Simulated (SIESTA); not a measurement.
Crystal: TiO2.

```
Ti O
1.0
     4.59984    0.00000    0.00000
     0.00000    4.59984    0.00000
     0.00000    0.00000    2.95921
Ti O
2 4
Cartesian
  0.0000 0.0000 1.4796
  2.2999 2.2999 0.0000
  1.3998 1.3998 1.4796
  0.9001 3.6997 0.0000
  3.6997 0.9001 0.0000
  3.2000 3.2000 1.4796
```

The cell is a database's computed one.

Base run:

| Quantity | Value |
| --- | --- |
| Program | SIESTA 5.4.2 |
| Functional | PBEsol |
| Potentials or basis | PseudoDojo 0.4 standard (PBEsol files) |
| Basis | DZP (energy shift 0.003 Ry; two zetas on semicore shells) |
| Grid cutoff | 800 Ry |
| Energy shift | 0.003 Ry |
| k mesh | 6 × 6 × 9 |
| Occupations | fermi-dirac, width 0.05 eV |
| Spin | no spin polarisation |

Its results: band gap on the k mesh 1.72 eV, direct; pressure 0.4 GPa; largest force 0.007 eV/Å.

Q: The run is repeated on the same cell with these changes: functional from PBEsol to LDA; potentials or basis from PseudoDojo 0.4 standard (PBEsol files) to PseudoDojo 0.4 standard (LDA files). What comes out?

A: Band gap on the k mesh 1.68 eV, direct; pressure -5.3 GPa; largest force 0.056 eV/Å.

Caveats: the basis of atomic orbitals isn't converged, which shifts pressures, moduli and gaps.
